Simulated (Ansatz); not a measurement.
**VN (Fm-3m): zero-pressure volume and bulk modulus with PBE + D4**

What volume and stiffness does PBE + D4 give for VN (Fm-3m)?

Computed with Ansatz 0.2.0 (DFT PBE + D4, scalar-relativistic, plane waves, PAW, unless a step's input says otherwise).

1 further run of the same task is left out (it didn't finish). Runs told in other sessions of the task aren't counted.

## Step 1: The starting structure

The structure is cubic, space group Fm-3m (No. 225). Conventional cell: a = 4.128 Å, b = 4.128 Å, c = 4.128 Å, α = 90.00°, β = 90.00°, γ = 90.00°. Around V (site symmetry m-3m) lie 6 N at 2.06 Å. N (site symmetry m-3m) has 6 V at 2.06 Å in its first shell of neighbours.

Coordinates:

```
V N
1.0
     0.00000    2.06400    2.06400
     2.06400    0.00000    2.06400
     2.06400    2.06400    0.00000
V N
1 1
Direct
  0.00000 0.00000 0.00000
  0.50000 0.50000 0.50000
```

At PBE, an earlier run found -2.71 GPa for this cell of 8.793 Å³/atom (10×10×10 mesh), metallic, no moment left.

## Step 2: At the given cell

input.yaml

```yaml
crystal:
  lattice:
    - [0.0, 2.0640009277, 2.0640009277]
    - [2.0640009277, 0.0, 2.0640009277]
    - [2.0640009277, 2.0640009277, 0.0]
  atoms:
    - { symbol: V, position: [0.0, 0.0, 0.0], spin: 0.05 }
    - { symbol: "N", position: [0.5, 0.5, 0.5] }
basis:
  ecutwfc: 420
  ecutrho_ratio: 4
kpoints:
  mp_grid: { grid: [10, 10, 10] }
hamiltonian:
  xc: pbe
  dispersion: d4
scf:
  occupations: { method: gaussian, width: 0.05 }
output:
  forces: true
  stress: true
  eigenvalues: true
  populations: true
magnetization:
  spin_polarized: true
checkpoint:
  read: start.run
  write: ck
  compress: false
  write_wavefunctions: false
  write_every: 100000
```

start.run holds the state of a PBE run on this cell.

Launch:

```console
$ ansatz run input.yaml --threads 4 --pin off --max-ram 8192MiB --backend cpu --events-out ev --progress --plain --runs-dir out
```

After this run come: A step to a new volume; A step to a new volume; Volume × 0.98 of the new zero; Volume × 1.02 of the new zero; Volume × 0.96 of the new zero; Volume × 1.04 of the new zero.

What does the calculation give? Wanted: V0; B0; gap on the mesh; dispersion energy.

As calculated:

```
         quantity          value
               V0  8.490 Å³/atom
               B0        329 GPa
  gap on the mesh   none (metal)
dispersion energy  -383 meV/atom
      time in all           17 s
```

In words: PBE + D4 puts the minimum at 8.49 Å³/atom, -3.4 % from the cell given, which stood at -2.7 GPa under PBE, with a bulk modulus of 329 GPa. A run loses the moments it was seeded with; other starts can end magnetic.
